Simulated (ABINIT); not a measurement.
Write the native input for ABINIT 10.8.3 (patched build) that does the following.

```
Task                : single point
Functional          : RPBE
Potentials or basis : JTH PAW PBE v2.0
Cutoff              : 707 eV
k mesh              : 11 × 11 × 6
Occupations         : fermi-dirac, width 0.05 eV
Spin                : no spin polarisation
Fine-grid cutoff    : 1306.15 eV
```

Crystal: Pd.

```
Pd
1.0
     2.78367    0.00000    0.00000
    -1.39183    2.41072    0.00000
     0.00000    0.00000    4.62889
Pd
2
Direct
  0.33333 0.66667 0.25000
  0.66667 0.33333 0.75000
```

This isn't the form of Pd at room conditions, which is fcc.

One way to write it, as run:

run.abi

```
# Pseudopotentials
pp_dirpath "./"
pseudos "Pd.GGA_PBE-JTH.xml"

# Structure
acell 5.2603645593 5.2603645593 8.7473400302
rprim
     1.0000000000     0.0000000000     0.0000000000
    -0.5000000000     0.8660254038     0.0000000000
     0.0000000000     0.0000000000     1.0000000000
ntypat 1
znucl 46
natom 2
typat 1 1
xred
     0.3333333333     0.6666666667     0.2500000000
     0.6666666667     0.3333333333     0.7500000000

# Plane-wave basis
ecut 26.0
pawecutdg 48.0
pawxcdev 0

# k points
kptopt 1
ngkpt 11 11 6
nshiftk 1
shiftk 0.0 0.0 0.0

# Exchange and correlation
ixc 15

# Bands and occupations
nband 22
occopt 3
tsmear 0.00183747

# SCF cycle
nstep 100
tolvrs 1.0e-9

# Output
iomode 3
prtwf 0
prteig 0
prtebands 0
enunit 2
prtden 1
prtvha 1
prtvclmb 1
prtpot 1
```

Potentials or basis: JTH PAW PBE v2.0.

Command:

```console
$ abinit run.abi > log 2>&1
```

Results of the run:

* Pressure: 2.6 GPa
* Band gap on the k mesh: none (metal or under the smearing width)
* Valence electrons inside the program's atomic spheres: Pd 16.86 (radii [1.3291] Å)

Caveat: the PAW data sets were made with another functional, which shifts forces and pressure a little.

Wall time 2.2 min on 1 thread of Arm Neoverse V1, on a shared host, peak memory 0.18 GiB.
